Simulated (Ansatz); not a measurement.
Consider BeO in the wurtzite structure (space group P6_3mc, No. 186; a = 2.7118 Å, c = 4.4046 Å).

Method: Ansatz (a program for electronic structure), PBE, PAW, cutoff 420 eV, no spin-orbit coupling.

Base values:

The lattice parameter a is 2.712 Å, the band gap is 7.45 eV and the gap character is direct at Γ.

One thing is altered: hydrostatic tension (pressure −1 GPa).

**Question.** What does the calculation give for the lattice parameter a, band gap and gap character after the change?

**Answer.** The lattice parameter a grows by 0.004 Å, from 2.712 Å to 2.716 Å; the band gap falls by 0.05 eV to 7.40 eV; the gap character remains direct at Γ.

Load acts through the strain it causes; cell and atoms are relaxed under it. Stability against distortions was not tested.
